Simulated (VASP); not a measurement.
Set up this calculation in VASP 6.6.1, as the native input.

```yaml
Task: relaxation of cell and atoms
Functional: PBE
Potentials_or_basis: VASP PAW PBE potentials, release 64 (La)
Cutoff: 600 eV
k_mesh: 12 × 12 × 6
Occupations: methfessel-paxton, width 0.1 eV
Spin: no spin polarisation
Further_INCAR_settings: ALGO = Normal; EDIFF = 1e-06; IBRION = 2; EDIFFG = -0.01; NSW = 90; ISIF = 3
```

The structure of La lies in POSCAR:

```
La
1.0
    3.7500000000      0.0000000000      0.0000000000
   -1.8750000000      3.2475952600      0.0000000000
    0.0000000000      0.0000000000      6.0700000000
La
2
Direct
    0.3333333300      0.6666666700      0.2500000000
    0.6666666700      0.3333333300      0.7500000000
```

This isn't the form of La at room conditions, which is double hcp.

The input as run:

INCAR

```
SYSTEM = La
  ALGO = Normal
  EDIFF = 1E-6
  EDIFFG = -0.01
  ENCUT = 600
  GGA = PE
  IBRION = 2
  ISIF = 3
  ISMEAR = 1
  LASPH = .TRUE.
  LCHARG = .FALSE.
  LREAL = .FALSE.
  LWAVE = .FALSE.
  NELM = 80
  NSW = 90
  PREC = Accurate
  SIGMA = 0.1
```

KPOINTS

```
k-points
0
G
  12 12 6
  0 0 0
```

Potentials or basis: VASP PAW PBE potentials, release 64 (La).

Run with:

```console
$ cat potpaw_PBE.64/La/POTCAR > POTCAR
$ mpirun -np 1 vasp_std > vasp.out
```

Results of the run:

| Quantity | Value |
| --- | --- |
| Relaxed volume | 37.65 Å³/atom |
| Relaxed cell | a = 3.784 Å, b = 3.784 Å, c = 6.071 Å, α = 90.00°, β = 90.00°, γ = 120.00° |
| Space group after relaxing (to 0.05 Å) | P6_3/mmc (No. 194) |
| Energy gained by relaxing | 1.2 meV/atom |
| Ionic steps | 7 |
| Pressure after relaxing | 0.0 GPa |
| Band gap on the k mesh | none (metal or under the smearing width) |

Wall time 2.9 min on 1 thread of Intel(R) Xeon(R) 6975P-C (Granite Rapids) (shared host), peak memory 0.28 GiB.
